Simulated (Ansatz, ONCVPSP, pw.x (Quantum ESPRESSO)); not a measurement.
# From atom to crystal: ONCV potential for boron (B)

```json
{
  "Element": "B",
  "Generator": "ONCVPSP 4.0.1.1 (patched build)",
  "Type": "optimised norm-conserving Vanderbilt (ONCV)",
  "Functional": "PBE",
  "Relativity": "scalar-relativistic",
  "Frozen core": "[He]",
  "Valence charge": "3",
  "Reference configuration": "2s2 2p1",
  "Partial waves": "2s: rc 1.45 bohr, ncon 4, nbas 8, qcut 4 1/bohr, 2 projectors, debl 2.2 Ha; 2p: rc 2.30 bohr, ncon 4, nbas 8, qcut 4.9 1/bohr, 2 projectors, debl 3 Ha; d scattering state at 0.44 Ha: rc 2.25 bohr, ncon 3, nbas 7, qcut 5 1/bohr, 2 projectors, debl 2.8 Ha",
  "Local potential": "polynomial inside 1.30 bohr (lpopt 3, dvloc0 3 Ha)",
  "Core correction": "none"
}
```

Atomic tests: cutoffs needed: 17 Ha and 73 Ha (the cutoffs (Ha) at which the residual kinetic energy of the hardest occupied pseudo-wave falls to 1 and 0.1 mHa per electron); ghost test: no bound ghost flagged; GHOST(+) flags only above 600 eV; largest excitation error: +152 meV (all-electron minus pseudo) for 2s1 2p0, out of 4 test configurations.

Crystal test: sc B in pw.x 7.5, no spin, 17³ k-points, Fermi–Dirac smearing 0.01 Ry, cutoffs 170/680 Ry. The reference is all-electron LAPW (Ansatz 0.2.0) with the same functional, mesh and smearing; V0 and B0 come from Birch–Murnaghan fits to the pressures at five volumes. Errors are pseudo minus all-electron; Δ is the rms difference of the E(V) curves that follow from these fits, minima aligned, over ±6 % about the mean V0. Mesh and smearing are coarse, so the numbers serve the comparison and aren't converged zero-temperature values; the lattice is a test structure that the element need not adopt.

```tsv
V (Å³/atom)	P all-electron (GPa)	P pseudo (GPa)
6.385	12.58	3.79
6.553	5.67	-2.26
6.721	-0.49	-7.65
6.889	-5.97	-12.46
7.057	-10.85	-16.75
```

All-electron: a0 = 1.886 Å (V0 = 6.71 Å³/atom), B0 = 233.9 GPa.

Pseudopotential: mean pressure error (GPa): -7.26; a0 (Å): 1.865; a0 error (%): -1.10; B0 error (%): -1.5; Δ (meV/atom): 11.2. The largest radius (2.30 bohr) exceeds half the bond length (1.78 bohr), so the spheres overlap, which is one possible source of error among others. This is a poor potential for the solid.

Problem. At the middle volume, how do free energy and pressure move when the wave cutoff is lowered (ecutrho kept at four times it)?

Solution.

| cutoff (Ry) | shift of F (meV/atom) | shift of P (GPa) |
| --- | --- | --- |
| 76 | +18.8 | -0.50 |
| 102 | +12.2 | +0.21 |
| 136 | +6.1 | -0.47 |

Input at the middle volume:

```
&control
  calculation='scf', prefix='x', pseudo_dir='./', outdir='./tmp', tstress=.true., disk_io='none'
/
&system
  ibrav=0, nat=1, ntyp=1, ecutwfc=170, ecutrho=680, nbnd=8,
  occupations='smearing', smearing='fd', degauss=0.01
/
&electrons
  conv_thr=1e-09, mixing_beta=0.4, electron_maxstep=70
/
ATOMIC_SPECIES
B 1.0 B.UPF
CELL_PARAMETERS angstrom
  1.88717119 0.00000000 0.00000000
  0.00000000 1.88717119 0.00000000
  0.00000000 0.00000000 1.88717119
ATOMIC_POSITIONS crystal
B 0.0000 0.0000 0.0000
K_POINTS automatic
17 17 17 0 0 0
```

```bash
pw.x < B.scf.in > B.scf.out
```

Lines of the output:

```
Message from routine setup:
     using ibrav=0 with symmetry is DISCOURAGED, use correct ibrav instead
     lattice parameter (alat)  =       3.5662  a.u.
     unit-cell volume          =      45.3556 (a.u.)^3
     number of electrons       =         3.00
     number of Kohn-Sham states=            8
     kinetic-energy cutoff     =     170.0000  Ry
     charge density cutoff     =     680.0000  Ry
     scf convergence threshold =      1.0E-09
     Exchange-correlation= PBE
     number of k points=   165  Fermi-Dirac smearing, width (Ry)=  0.0100
     iteration #  1     ecut=   170.00 Ry     beta= 0.40
     total energy              =      -5.59016076 Ry
     estimated scf accuracy    <       0.00260003 Ry
     iteration #  2     ecut=   170.00 Ry     beta= 0.40
     total energy              =      -5.59070310 Ry
     estimated scf accuracy    <       0.00091603 Ry
     iteration #  3     ecut=   170.00 Ry     beta= 0.40
     total energy              =      -5.59073948 Ry
     estimated scf accuracy    <       0.00000200 Ry
     iteration #  4     ecut=   170.00 Ry     beta= 0.40
     total energy              =      -5.59074220 Ry
     estimated scf accuracy    <       0.00000029 Ry
     iteration #  5     ecut=   170.00 Ry     beta= 0.40
     total energy              =      -5.59074223 Ry
     estimated scf accuracy    <          1.3E-09 Ry
     iteration #  6     ecut=   170.00 Ry     beta= 0.40
     total energy              =      -5.59074223 Ry
     estimated scf accuracy    <          1.5E-09 Ry
     iteration #  7     ecut=   170.00 Ry     beta= 0.40
     the Fermi energy is    10.2681 ev
!    total energy              =      -5.59074223 Ry
     estimated scf accuracy    <          7.7E-12 Ry
     smearing contrib. (-TS)   =      -0.00137660 Ry
     The total energy is F=E-TS. E is the sum of the following terms:
     one-electron contribution =       3.64226284 Ry
     hartree contribution      =       0.07038362 Ry
     xc contribution           =      -2.14161320 Ry
     ewald contribution        =      -7.16039889 Ry
     convergence has been achieved in   7 iterations
          total   stress  (Ry/bohr**3)                   (kbar)     P=      -76.54
     Message from routine punch:
     Nothing written, as per user request (disk_io='none')
```

The run at the middle volume (165 k-points, 7 iterations) took about 36 s on one core of a shared host (Neoverse-N1, 64 threads, 124 GiB, load 60).
